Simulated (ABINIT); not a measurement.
Input of an ABINIT 10.8.3 (patched build) run:

The input run.abi:

```
# Datasets: ground state, then fixed potential
ndtset 2

# Pseudopotentials
pp_dirpath "./"
pseudos "Se.LDA_PW-JTH.xml"

# Structure
acell 4.3662 4.3662 4.9536 Angstrom
rprim
     1.0000000000     0.0000000000     0.0000000000
    -0.5000000000     0.8660254038     0.0000000000
     0.0000000000     0.0000000000     1.0000000000
ntypat 1
znucl 34
natom 3
typat 1 1 1
xred
     0.7746000000     0.7746000000     0.0000000000
     0.0000000000     0.2254000000     0.6666666667
     0.2254000000     0.0000000000     0.3333333333

# Plane-wave basis
ecut 408.170794 eV
pawecutdg 30.0

# Exchange and correlation
ixc 7

# Bands and occupations
occopt 3
tsmear 0.00183747

# SCF cycle
nstep 100

# Output
iomode 3
prtwf 0
prteig 0
prtebands 0
prtden1 1

# Dataset 1
kptopt1 1
ngkpt1 7 7 6
nshiftk1 1
shiftk1 0.0 0.0 0.0
nband1 13
tolvrs1 1.0e-9

# Dataset 2: bands along G-M-K-G-A-L-H-A
iscf2 -2
getden2 1
nband2 17
nbdbuf2 2
tolwfr2 1.0e-12
kptopt2 -7
ndivsm2 8
prteig2 1
prtvol2 -3
kptbounds2
     0.0000000000     0.0000000000     0.0000000000
     0.5000000000     0.0000000000     0.0000000000
     0.3333333333     0.3333333333     0.0000000000
     0.0000000000     0.0000000000     0.0000000000
     0.0000000000     0.0000000000     0.5000000000
     0.5000000000     0.0000000000     0.5000000000
     0.3333333333     0.3333333333     0.5000000000
     0.0000000000     0.0000000000     0.5000000000
```

Potentials or basis: JTH PAW LDA v2.0.

The run is started by

```sh
$ abinit run.abi > log 2>&1
```

Predict the band gap along the path.

0.92 eV, indirect (least direct gap 1.11 eV).

Predict the pressure.

-1.2 GPa.

Stress tensor (GPa, compression positive):
```
-1.71  0.00  0.00
 0.00 -1.71  0.00
 0.00  0.00 -0.31
```

Caveat: the mesh misses the band edges, which the band path finds closer together.
